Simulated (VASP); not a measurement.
# Si (Fd-3m) in VASP: notebook

Aim: see how the results for Si move with the level of theory and the settings. Levels: PBE0+D4, TPSS. Tasks: relaxation of the atoms, electron localisation function.

Program: VASP 6.6.1. These are calculated values, not measurements. Logs are shortened: lines on timing, memory, paths and dates and some standing lists are left out, and cuts for length are marked.

## Step 1: Starting point

Symmetry: Fd-3m, No. 227, cubic system. The conventional cell has a = 5.444 Å, b = 5.444 Å, c = 5.444 Å, α = 90.00°, β = 90.00°, γ = 90.00°. Si (site symmetry -43m) is surrounded by 4 Si at 2.36 Å.

## Step 2: Relaxation of the atoms, PBE0+D4 (atoms moved at random, drawn with an rms of 0.1 Å)

Contents of POSCAR:

```
Si
1.0
    0.0000000000      2.7218511865      2.7218511865
    2.7218511865      0.0000000000      2.7218511865
    2.7218511865      2.7218511865      0.0000000000
Si
2
Direct
    0.5265010000      0.4719730000      0.4739050000
    0.7665000000      0.7603790000      0.7552110000
```

Contents of INCAR.step1:

```
SYSTEM = Si
ALGO = Normal
EDIFF = 1E-5
ENCUT = 520
GGA = PE
ISMEAR = -1
LASPH = .TRUE.
LCHARG = .FALSE.
LREAL = .FALSE.
LWAVE = .TRUE.
NELM = 60
POTIM = 0.2
PREC = Accurate
SIGMA = 0.1
```

Contents of INCAR.step2:

```
SYSTEM = Si
AEXX = 0.25
ALGO = Normal
EDIFF = 1E-6
EDIFFG = 1E-4
ENCUT = 520
GGA = PE
HFRCUT = -1
IBRION = 1
ISIF = 2
ISMEAR = -1
ISTART = 1
IVDW = 13
LASPH = .TRUE.
LCHARG = .FALSE.
LHFCALC = .TRUE.
LREAL = .FALSE.
LWAVE = .FALSE.
NELM = 60
NSW = 60
POTIM = 0.2
PREC = Accurate
PRECFOCK = Fast
SIGMA = 0.1
```

Contents of KPOINTS:

```
k-points
0
G
  4 4 4
  0 0 0
```

Potentials or basis: VASP PAW PBE potentials, release 64 (Si).

Started as:

```sh
> cat potpaw_PBE.64/Si/POTCAR > POTCAR
> cp INCAR.step1 INCAR
> mpirun -np 1 vasp_std > vasp.out
> cp INCAR.step2 INCAR
> mpirun -np 1 vasp_std > vasp.out
```

OUTCAR:

```text
SYSTEM = Si
   AEXX = 0.25
   EDIFF = 1E-6
   EDIFFG = 1E-4
   ENCUT = 520
   GGA = PE
   IBRION = 1
   ISIF = 2
   ISMEAR = -1
   ISTART = 1
   IVDW = 13
   LASPH = .TRUE.
   LHFCALC = .TRUE.
   LREAL = .FALSE.
   NELM = 60
   NSW = 60
   POTIM = 0.2
   PREC = Accurate
   PRECFOCK = Fast

 ion  position               nearest neighbor table
   1  0.527  0.472  0.474-   2 2.24   2 2.27   2 2.40   2 2.55
   2  0.767  0.760  0.755-   1 2.24   1 2.27   1 2.40   1 2.55

  LATTYP: Found a face centered cubic cell.
 ALAT       =     5.4437023730

  Lattice vectors:

 A1 = (   0.0000000000,   2.7218511865,   2.7218511865)
 A2 = (   2.7218511865,   0.0000000000,   2.7218511865)
 A3 = (   2.7218511865,   2.7218511865,   0.0000000000)

Analysis of symmetry for initial positions (statically):
=====================================================================
 Subroutine PRICEL returns:
 Original cell was already a primitive cell.

 Routine SETGRP: Setting up the symmetry group for a
 face centered cubic supercell.

 Subroutine GETGRP returns: Found  2 space group operations
 (whereof  1 operations were pure point group operations)
 out of a pool of 48 trial point group operations.

The static configuration has the point symmetry C_1 .
 The point group associated with its full space group is S_2 .

Analysis of symmetry for dynamics (positions and initial velocities):
=====================================================================
 Subroutine PRICEL returns:
 Original cell was already a primitive cell.

 Routine SETGRP: Setting up the symmetry group for a
 face centered cubic supercell.

 Subroutine GETGRP returns: Found  2 space group operations
 (whereof  1 operations were pure point group operations)
 out of a pool of 48 trial point group operations.

The dynamic configuration has the point symmetry C_1 .
 The point group associated with its full space group is S_2 .

 Subroutine INISYM returns: Found  2 space group operations
 (whereof  1 operations are pure point group operations),
 and found     1 'primitive' translations

----------------------------------------------------------------------------------------

                                     Primitive cell

  volume of cell :      40.3295

  direct lattice vectors                    reciprocal lattice vectors
     0.000000000  2.721851186  2.721851186    -0.183698507  0.183698507  0.183698507
     2.721851186  0.000000000  2.721851186     0.183698507 -0.183698507  0.183698507
     2.721851186  2.721851186  0.000000000     0.183698507  0.183698507 -0.183698507

  length of vectors
     3.849278863  3.849278863  3.849278863     0.318175148  0.318175148  0.318175148

  position of ions in fractional coordinates (direct lattice)
     0.526501000  0.471973000  0.473905000
     0.766500000  0.760379000  0.755211000

  ion indices of the primitive-cell ions
   primitive index   ion index
                 1           1
                 2           2

----------------------------------------------------------------------------------------

 KPOINTS: k-points

Automatic generation of k-mesh.
 Grid dimensions read from file:
 generate k-points for:    4    4    4

 Generating k-lattice:

  Cartesian coordinates                     Fractional coordinates (reciprocal lattice)
    -0.045924627  0.045924627  0.045924627     0.250000000  0.000000000  0.000000000
     0.045924627 -0.045924627  0.045924627     0.000000000  0.250000000  0.000000000
     0.045924627  0.045924627 -0.045924627     0.000000000  0.000000000  0.250000000

  Length of vectors
     0.079543787  0.079543787  0.079543787

  Shift w.r.t. Gamma in fractional coordinates (k-lattice)
     0.000000000  0.000000000  0.000000000

 Subroutine IBZKPT returns following result:
 ===========================================

 Found     36 irreducible k-points:

 Following reciprocal coordinates:
            Coordinates               Weight
  0.000000  0.000000  0.000000      1.000000
  0.250000  0.000000  0.000000      2.000000
  0.000000  0.250000  0.000000      2.000000
  0.000000  0.000000  0.250000      2.000000
  0.250000  0.250000  0.250000      2.000000
  0.500000  0.000000  0.000000      1.000000
[... 16 lines left out ...]
  0.250000  0.500000  0.500000      2.000000
  0.500000  0.000000  0.250000      2.000000
 [... further k-points ...]
   k-points           NKPTS =     36   k-points in BZ     NKDIM =     64   number of bands    NBANDS=      8
   number of dos      NEDOS =    301   number of ions     NIONS =      2
   total plane-waves  NPLWV =  27000
   dimension x,y,z NGX =    30 NGY =   30 NGZ =   30
   dimension x,y,z NGXF=    60 NGYF=   60 NGZF=   60
   ions per type =               2
   NGX,Y,Z   is equivalent  to a cutoff of  12.96, 12.96, 12.96 a.u.
   NGXF,Y,Z  is equivalent  to a cutoff of  25.91, 25.91, 25.91 a.u.
 SYSTEM =  Si
   PREC   = accura    normal or accurate (medium, high low for compatibility)
   ISTART =      1    job   : 0-new  1-cont  2-samecut
   ICHARG =      0    charge: 1-file 2-atom 10-const
   ISPIN  =      1    spin polarized calculation?
   LNONCOLLINEAR =      F non collinear calculations
   LSORBIT =      F    spin-orbit coupling
   LASPH  =      T    aspherical Exc in radial PAW
   ENCUT  =  520.0 eV  38.22 Ry    6.18 a.u.   7.16  7.16  7.16*2*pi/ulx,y,z
   NELM   =     60;   NELMIN=  2; NELMDL=  0     # of ELM steps
   EDIFF  = 0.1E-05   stopping-criterion for ELM
   LREAL  =      F    real-space projection
   EDIFFG = 0.1E-03   stopping-criterion for IOM
   NSW    =     60    number of steps for IOM
   IBRION =      1    ionic relax: 0-MD 1-quasi-New 2-CG
   NFREE  =      0    steps in history (QN), initial steepest desc. (CG)
   ISIF   =      2    stress and relaxation
   ISYM   =      3    0-nonsym 1-usesym 2-fastsym
   POTIM  = 0.2000    time-step for ionic-motion
   TEBEG  =    0.0;   TEEND  =   0.0 temperature during run
   PSTRESS=    0.0 pullay stress
   NELECT =       8.0000    total number of electrons
   NUPDOWN=      -1.0000    fix difference up-down
   EMIN   =  10.00;   EMAX   =-10.00  energy-range for DOS
   EFERMI =   0.00;   METHOD = LEGACY
   ISMEAR =    -1;   SIGMA  =   0.10  broadening in eV -4-tet -1-fermi 0-gaus
   EFERMI_NEDOS =   21; number of points for ismear=-14 and -15
   IALGO  =     38    algorithm
   IMIX   =      1    mixing-type and parameters
     AMIX     =   0.40;   BMIX     =  1.00
     AMIX_MAG =   1.60;   BMIX_MAG =  1.00
  volume/ion in A,a.u.               =      20.16       136.08
  Fermi-wavevector in a.u.,A,eV,Ry     =   0.954766  1.804247 12.402783  0.911579
  Thomas-Fermi vector in A             =   2.083543
   LORBIT       =      0    0 simple, 1 ext, 2 COOP (PROOUT), +10 PAW based schemes
   GGA     = PE    functional components
   LHFCALC =     T    Hartree Fock is set to
   PRECFOCK=fast      Normal, Fast or Accurate (Low or Medium for compatibility)
   ENCUT4O =  -1.0   cutoff for four orbital integrals eV
   NKREDX  =     1    reduce k-point grid by
   NKREDY  =     1    reduce k-point grid by
   NKREDZ  =     1    reduce k-point grid by
   AEXX    =    0.2500 exact exchange contribution
   HFSCREEN=    0.0000 screening length (either q_TF or 0.3 A-1)
   HFSCREENC=   0.0000 screening length for correlation (either q_TF or 0.3 A-1)
   ENCUTFOCK=  -1.0 apply spherical cutoff to Coloumb kernel
   IVDW    =    13    specifies the selected vdW correction
   LEPSILON=     F    determine dielectric tensor
   LRPA    =     F    only Hartree local field effects (RPA)
 quasi-Newton-method for relaxation of ions
 non-spin polarized calculation
  energy-cutoff  :      520.00
  volume of cell :       40.33
 maximum number of plane-waves:      1106
 NGX is ok and might be reduce to    30
  NGX = 16; NGY = 16; NGZ = 16

--------------------------------------- Ionic step        1  -------------------------------------------

 number of electron       8.0000000 magnetization

 Free energy of the ion-electron system (eV)
  ---------------------------------------------------
  ext. energy  EPLUGINS =         0.00000000
  ---------------------------------------------------
  free energy    TOTEN  =       -13.11905590 eV

  energy without entropy =      -13.11830254  energy(sigma->0) =      -13.11867922

------------------------ aborting loop because EDIFF is reached ----------------------------------------

  DFT-D4 for vdW energy calculation

  Edisp (eV):   -0.63113

  FORCE on cell =-STRESS in cart. coord.  units (eV):
  Direction    XX          YY          ZZ          XY          YZ          ZX
  --------------------------------------------------------------------------------------
  -------------------------------------------------------------------------------------
  Total      -0.79920    -0.07532    -0.11660    -0.50795    -1.94064    -0.23496
  in kB     -31.74979    -2.99209    -4.63238   -20.17924   -77.09612    -9.33421
  external pressure =      -13.12 kB  Pullay stress =        0.00 kB
[... 181 lines left out ...]
  energy  without entropy=      -14.0405643551  energy(sigma->0) =      -14.04057004

--------------------------------------- Ionic step        6  -------------------------------------------

 number of electron       8.0000000 magnetization

 Free energy of the ion-electron system (eV)
  ---------------------------------------------------
  ext. energy  EPLUGINS =         0.00000000
  ---------------------------------------------------
  free energy    TOTEN  =       -13.41245797 eV

  energy without entropy =      -13.41244666  energy(sigma->0) =      -13.41245231

 E-fermi :   6.0387     XC(G=0):  -7.4168

 val. band max:        5.0566931480   @ k =   0.0000   0.0000   0.0000
 cond. band min:       7.0920076462   @ k =   0.5000   0.0000   0.5000
 fundamental gap:      2.0353144982
 Fermi energy:         6.0387498788

 k-point     1 :       0.0000    0.0000    0.0000
  band No.  band energies     occupation
      1      -8.2735      2.00000
      2       5.0539      1.99989
      3       5.0561      1.99989
      4       5.0567      1.99989
      5       9.1036      0.00000
      6       9.1037      0.00000
      7       9.1048      0.00000
      8      10.0695      0.00000
[... 243 lines left out ...]
 k-point    24 :       0.5000    0.0000    0.2500
  band No.  band energies     occupation
      1      -5.2360      2.00000
      2      -2.0273      2.00000
      3       1.2328      2.00000
      4       2.6283      2.00000
      5       7.9615      0.00000
      6      11.0613      0.00000
      7      12.5225      0.00000
      8      12.6989      0.00000

 [... further k-points ...]

------------------------ aborting loop because EDIFF is reached ----------------------------------------

  DFT-D4 for vdW energy calculation

  Edisp (eV):   -0.62819

  FORCE on cell =-STRESS in cart. coord.  units (eV):
  Direction    XX          YY          ZZ          XY          YZ          ZX
  --------------------------------------------------------------------------------------
  -------------------------------------------------------------------------------------
  Total      -0.65539    -0.65539    -0.65538    -0.00176     0.00168    -0.00221
  in kB     -26.03659   -26.03663   -26.03656    -0.06978     0.06689    -0.08788
  external pressure =      -26.04 kB  Pullay stress =        0.00 kB
[... 17 lines left out ...]
  FREE ENERGIE OF THE ION-ELECTRON SYSTEM (eV)
  ---------------------------------------------------
  free  energy   TOTEN  =       -14.0406504134 eV

  energy  without entropy=      -14.0406390972  energy(sigma->0) =      -14.04064476

 reached required accuracy - stopping structural energy minimisation
```

Wall time 5.1 min (1 thread of Intel Xeon Platinum 8559C (Emerald Rapids), shared host); peak memory 0.16 GiB.

What came out:

| Property | Result |
| --- | --- |
| Free energy | -14.0407 eV |
| Energy gained by relaxing | 145.2 meV/atom |
| Ionic steps | 6 |
| Pressure after relaxing | -2.6 GPa |
| Band gap on the k mesh | 2.04 eV, indirect (least direct gap 4.05 eV) |
| Dispersion energy per atom | -0.314 eV |

Forces in eV/Å, atoms in the order of the input:
```
Si  -0.002 -0.001 -0.001
Si   0.002  0.001  0.001
```

Step by step:
```
step  energy change (eV)  largest force (eV/Å)  pressure (GPa)
   1              0.0000                2.4416           -1.31
   2             -0.1896                1.5840           -2.09
   3             -0.2883                0.2551           -2.59
   4             -0.2896                0.1554           -2.60
   5             -0.2904                0.0474           -2.60
   6             -0.2905                0.0022           -2.60
```

Final structure:
```xyz
2
Lattice="0.0000 2.7219 2.7219 2.7219 0.0000 2.7219 2.7219 2.7219 0.0000" Properties=species:S:1:pos:R:3 pbc="T T T"
Si    2.6695    2.7520    2.7564
Si    4.0303    4.1128    4.1172
```

Levels at points of the mesh, in eV from the valence-band top:
| k point | band 2 | band 3 | band 4 | band 5 | band 6 | band 7 |
| --- | --- | --- | --- | --- | --- | --- |
| (0.00, 0.00, 0.00) | 0.00 | 0.00 | 0.00 | 4.05 | 4.05 | 4.05 |
| (0.50, 0.00, 0.00) | -7.74 | -1.33 | -1.33 | 2.96 | 4.88 | 4.88 |
| (0.00, 0.50, 0.00) | -7.74 | -1.33 | -1.33 | 2.96 | 4.88 | 4.88 |
| (0.00, 0.00, 0.50) | -7.74 | -1.33 | -1.33 | 2.96 | 4.88 | 4.88 |
| (0.50, 0.50, 0.50) | -7.74 | -1.33 | -1.33 | 2.96 | 4.88 | 4.88 |
| (0.50, 0.50, 0.00) | -8.71 | -3.16 | -3.16 | 2.04 | 2.04 | 12.20 |
| (0.00, 0.50, 0.50) | -8.71 | -3.16 | -3.16 | 2.04 | 2.04 | 12.20 |
| (0.50, 0.00, 0.50) | -8.71 | -3.16 | -3.16 | 2.04 | 2.04 | 12.20 |

Caveat: the k mesh is coarse (spacing up to 0.50 Å⁻¹), so the values aren't converged, least of all with exact exchange; the PAW data sets were made with another functional, which shifts forces and pressure a little. A k mesh can miss the band edges.

[end of part 1 of 2]
